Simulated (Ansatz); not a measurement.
**Telling polymorphs of HfO₂ apart by 177Hf**

All values are calculated (Ansatz; DFT, PBE, plane waves and PAW, scalar-relativistic, 420 eV cutoff), not measured. Q(177Hf) = 3365 mb, I = 7/2. The cells come from the COD, with the atoms relaxed (PBE, cell held). Calculated pressures reach 5 GPa in size in them. Spin–orbit coupling is left out, which moves gradients at and beside heavy atoms (Hf) by some per cent and at some sites by far more.

(1) Rank the structures by their largest 177Hf |C_Q|, smallest first.
A. Fm-3m, 3 atoms in the cell run; Hf site: 8 O at 2.21 Å
B. P2_1/c, 12 atoms in the cell run; Hf site: 7 O at 2.04–2.24 Å

Answers

(1) A (0 MHz), B (1032 MHz).
